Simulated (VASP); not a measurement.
## ZrC: relaxation of cell and atoms with PBEsol

ZrC:

```
Zr C
1.0
     0.00000    2.36500    2.36500
     2.36500    0.00000    2.36500
     2.36500    2.36500    0.00000
Zr C
1 1
Direct
  0.50000 0.50000 0.50000
  0.00000 0.00000 0.00000
```

| Property | Result |
| --- | --- |
| Program | VASP 6.6.1 |
| Task | relaxation of cell and atoms |
| Functional | PBEsol |
| Potentials or basis | VASP PAW PBE potentials, release 64 (Zr_sv, C) |
| Cutoff | 600 eV |
| k mesh | 14 × 14 × 14 |
| Occupations | methfessel-paxton, width 0.1 eV |
| Spin | no spin polarisation |
| Further INCAR settings | ALGO = Normal; EDIFF = 1e-06; IBRION = 2; EDIFFG = -0.01; NSW = 90; ISIF = 3 |

* Relaxed volume: 12.74 Å³/atom
* Relaxed cell: a = 3.303 Å, b = 3.303 Å, c = 3.303 Å, α = 60.00°, β = 60.00°, γ = 60.00°
* Space group after relaxing (to 0.05 Å): Fm-3m (No. 225)
* Energy gained by relaxing: 13.0 meV/atom
* Ionic steps: 4
* Pressure after relaxing: 0.0 GPa
* Band gap on the k mesh: none (metal or under the smearing width)

Step by step:
```
step  energy change (eV)  largest force (eV/Å)  pressure (GPa)  volume (Å³)
   1              0.0000                0.0000           -8.25        26.46
   2              0.0507                0.0000           16.75        23.93
   3             -0.0260                0.0000           -0.15        25.50
   4             -0.0260                0.0000            0.01        25.48
```

Final structure:
```yaml
crystal:
  lattice:
    - [0.00000, 2.33543, 2.33543]
    - [2.33543, 0.00000, 2.33543]
    - [2.33543, 2.33543, 0.00000]
  atoms:
    - { symbol: Zr, position: [0.50000, 0.50000, 0.50000] }
    - { symbol: C, position: [0.00000, 0.00000, 0.00000] }
```

Levels at points of the mesh, in eV from the Fermi level:
```
           k point  band 6  band 7  band 8  band 9  band 10  band 11
(0.00, 0.00, 0.00)    0.94    0.94    0.94    1.04     1.04     1.04
(0.50, 0.00, 0.00)   -5.43   -3.03   -3.03    4.58     4.58     5.43
(0.50, 0.50, 0.00)   -2.05   -1.90    0.07    0.07     4.54     5.79
```

Wall time 56 s on 1 thread of Intel(R) Xeon(R) 6975P-C (Granite Rapids) (shared host), peak memory 0.2 GiB.

Caveat: the PAW data sets were made with another functional, which shifts forces and pressure a little.
